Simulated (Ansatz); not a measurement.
**Barrier of one jump, H in Nb**

Level of theory: Ansatz, DFT PBEsol, scalar-relativistic, plane waves, PAW. Settings: 420 eV cutoff, 4×4×4 k-mesh, shifted by half a step, Gaussian smearing of 0.10 eV, no spin polarisation.

In a supercell of 16 host sites, interstitial H hops to an equivalent place, moving 1.16 Å between the relaxed ends. Climbing-image nudged elastic band at fixed cell with images 0 (start) to 6 (end), the path measured over all atoms, converged to 0.05 eV/Å; the order of the saddle wasn't checked, and the small cell leaves errors of about a tenth of an eV. Zero-point motion and tunnelling, which matter for H, are left out.

Command:

```bash
ansatz run input.yaml --threads 4 --pin off --max-ram 8192MiB --backend cpu --events-out ev --progress --plain --runs-dir out
```

Input:

```yaml
crystal:
  lattice:
    - [6.544290939, 0.0, 0.0]
    - [0.0, 6.544290939, 0.0]
    - [0.0, 0.0, 6.544290939]
  atoms:
    - { symbol: Nb, position: [-0.0085017611, -0.0074487981, -9.6389e-06] }
    - { symbol: Nb, position: [0.5085012723, -0.0074511961, -8.1888e-06] }
    - { symbol: Nb, position: [-0.0004906007, 0.4991026384, 8.1888e-06] }
    - { symbol: Nb, position: [0.0009900458, 0.002660989, 0.4999842375] }
    - { symbol: Nb, position: [0.2499991245, 0.2574668067, 0.2584975893] }
    - { symbol: Nb, position: [0.5004915624, 0.4991030779, 9.1927e-06] }
    - { symbol: Nb, position: [0.499011527, 0.0026595172, 0.4999842409] }
    - { symbol: Nb, position: [0.7499974599, 0.2473606958, 0.2490178903] }
    - { symbol: Nb, position: [-0.0009271077, 0.5038769169, 0.5000119639] }
    - { symbol: Nb, position: [0.250001648, 0.7509159241, 0.2504870715] }
    - { symbol: Nb, position: [0.2499977324, 0.257448594, 0.741497966] }
    - { symbol: Nb, position: [0.5009261046, 0.50387321, 0.500012776] }
    - { symbol: Nb, position: [0.7500020095, 0.7461419135, 0.2509261564] }
    - { symbol: Nb, position: [0.749997056, 0.2473344193, 0.7509917483] }
    - { symbol: Nb, position: [0.2500008755, 0.7508969221, 0.7495035235] }
    - { symbol: Nb, position: [0.7500014518, 0.7461236549, 0.7490755808] }
    - { symbol: H, position: [0.2500003101, 0.1249947837, 4.4916e-06] }
basis:
  ecutwfc: 420
  xc_grid: 2
kpoints:
  mp_grid: { grid: [4, 4, 4], shift: [0.5, 0.5, 0.5] }
hamiltonian:
  xc: pbesol
scf:
  occupations: { method: gaussian, width: 0.1 }
output:
  forces: true
neb:
  images: 5
  f_tol: 0.05
  max_iterations: 70
  order_check: false
  final_atoms:
    - { symbol: Nb, position: [-0.0074487981, -0.0085017611, -9.6389e-06] }
    - { symbol: Nb, position: [0.4991026384, -0.0004906007, 8.1888e-06] }
    - { symbol: Nb, position: [-0.0074511961, 0.5085012723, -8.1888e-06] }
    - { symbol: Nb, position: [0.002660989, 0.0009900458, 0.4999842375] }
    - { symbol: Nb, position: [0.2574668067, 0.2499991245, 0.2584975893] }
    - { symbol: Nb, position: [0.4991030779, 0.5004915624, 9.1927e-06] }
    - { symbol: Nb, position: [0.5038769169, -0.0009271077, 0.5000119639] }
    - { symbol: Nb, position: [0.7509159241, 0.250001648, 0.2504870715] }
    - { symbol: Nb, position: [0.0026595172, 0.499011527, 0.4999842409] }
    - { symbol: Nb, position: [0.2473606958, 0.7499974599, 0.2490178903] }
    - { symbol: Nb, position: [0.257448594, 0.2499977324, 0.741497966] }
    - { symbol: Nb, position: [0.50387321, 0.5009261046, 0.500012776] }
    - { symbol: Nb, position: [0.7461419135, 0.7500020095, 0.2509261564] }
    - { symbol: Nb, position: [0.7508969221, 0.2500008755, 0.7495035235] }
    - { symbol: Nb, position: [0.2473344193, 0.749997056, 0.7509917483] }
    - { symbol: Nb, position: [0.7461236549, 0.7500014518, 0.7490755808] }
    - { symbol: H, position: [0.1249947837, 0.2500003101, 4.4916e-06] }
```

Course of the band:

| iteration | largest band force (eV/Å) | climbing image | energies over image 0 (eV) |
| --- | --- | --- | --- |
| 1 | 0.621 | none | 0.000 0.071 0.184 0.234 0.184 0.071 0.000 |
| 2 | 0.713 | none | 0.000 0.101 0.227 0.284 0.227 0.101 0.000 |
| 3 | 0.082 | 3 | 0.000 0.044 0.132 0.179 0.132 0.044 0.000 |
| 4 | 0.036 | 3 | 0.000 0.042 0.131 0.177 0.131 0.042 0.000 |
| 5 | 0.053 | 3 | 0.000 0.042 0.131 0.176 0.131 0.042 0.000 |
| 6 | 0.017 | 3 | 0.000 0.041 0.130 0.176 0.130 0.041 0.000 |

Final band:

```
image path (Å) E − E(0) (eV) H x (Å) H y (Å) H z (Å) force on H (eV/Å)
    0      0.00          0.000    1.636    0.818    0.000               0.00
    1      0.20          0.041    1.526    0.961    0.000               0.37
    2      0.40          0.130    1.389    1.105    0.000               0.40
    3      0.59          0.176    1.247    1.247    0.000               0.00
    4      0.79          0.130    1.105    1.389    0.000               0.40
    5      0.99          0.041    0.961    1.526    0.000               0.37
    6      1.19          0.000    0.818    1.636    0.000               0.00
```

Barrier 0.18 eV. It took 24 min on 4 threads of Arm Neoverse V1, with other jobs on the host, peak memory 4.4 GiB.